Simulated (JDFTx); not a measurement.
Crystal: Be2C.

```
C Be
1.0
     0.00000    2.16500    2.16500
     2.16500    0.00000    2.16500
     2.16500    2.16500    0.00000
C Be
1 2
Direct
  0.00000 0.00000 0.00000
  0.75000 0.75000 0.75000
  0.25000 0.25000 0.25000
```

Base run:

```yaml
Program: JDFTx 1.7.0 (patched build)
Functional: PBEsol
Potentials_or_basis: PseudoDojo-SR-PBEsol-0.4.1-standard with smoothed tails
Cutoff: 1197 eV
Density_cutoff: 9578 eV
k_mesh: 11 × 11 × 11
Occupations: fermi-dirac, width 0.05 eV
Spin: no spin polarisation
```

Its results: band gap on the k mesh 1.17 eV, indirect (least direct gap 4.12 eV); pressure -2.0 GPa.

The run is repeated on the same cell with these changes: potentials or basis from PseudoDojo-SR-PBEsol-0.4.1-standard with smoothed tails to SG15-PBE-1.2 with smoothed tails; cutoff from 1197 eV to 1361 eV; density cutoff from 9578 eV to 10885 eV. What comes out?

Band gap on the k mesh 1.16 eV, indirect (least direct gap 4.06 eV); pressure -4.1 GPa.

Caveats: an odd mesh through Γ misses points on the zone boundary, where band edges often lie; the potentials were made for another functional, which shifts forces and pressure (some runs).
